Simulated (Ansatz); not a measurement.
ScAl3 (Pm-3m), generalised stacking fault

Level of theory: DFT PBEsol, scalar-relativistic, plane waves, PAW in Ansatz. The runs took a 420 eV cutoff, a Γ-centred 12×12×4 mesh and Gaussian smearing (0.15 eV). No spin polarisation. Energies are free energies at this smearing, counted from the undisturbed cell; pressure is positive in compression.

Zero of the scan (relaxed at this level; it needn't be the usual structure):

```
CELL_PARAMETERS angstrom
0.00000 -4.07130 0.00000
0.00000 0.00000 -4.07130
12.21390 0.00000 0.00000
ATOMIC_POSITIONS crystal
Sc 0.00000 0.00000 0.24998
Sc 0.00000 0.00000 0.58332
Sc 0.00000 0.00000 0.91665
Al 0.00000 0.50000 0.08332
Al 0.00000 0.50000 0.41665
Al 0.00000 0.50000 0.74998
Al 0.50000 0.50000 0.24998
Al 0.50000 0.50000 0.58332
Al 0.50000 0.50000 0.91665
Al 0.50000 0.00000 0.08332
Al 0.50000 0.00000 0.41665
Al 0.50000 0.00000 0.74998
```

The cut lies on the cell's a–b face, a (1 0 0) plane (indices in the standard cell, whose axes needn't be the Cartesian ones shown) of area 16.58 Å², between layers 2.04 Å apart. Vector c is tilted by f times 1·a + 0·b (length 4.071 Å) with the atoms' Cartesian places fixed: one unrelaxed fault a cell. The cell is metallic on the mesh throughout.

| f | γ (mJ/m²) |
| --- | --- |
| 0.0000 | 0 |
| 0.1000 | 320 |
| 0.2000 | 1332 |
| 0.3000 | 2946 |
| 0.4000 | 4589 |
| 0.5000 | 5315 |

Problem. Predict the shear traction, the slope of γ along the slip (GPa) at each point.

Solution.
```
     f shear traction, the slope of γ along the slip (GPa)
0.0000                                                  0.0
0.1000                                                 16.1
0.2000                                                 33.4
0.3000                                                 43.5
0.4000                                                 33.0
0.5000                                                  0.0
```

Cost: 6 runs of about 17 core-minutes in all, on Arm Neoverse V1 (shared hosts).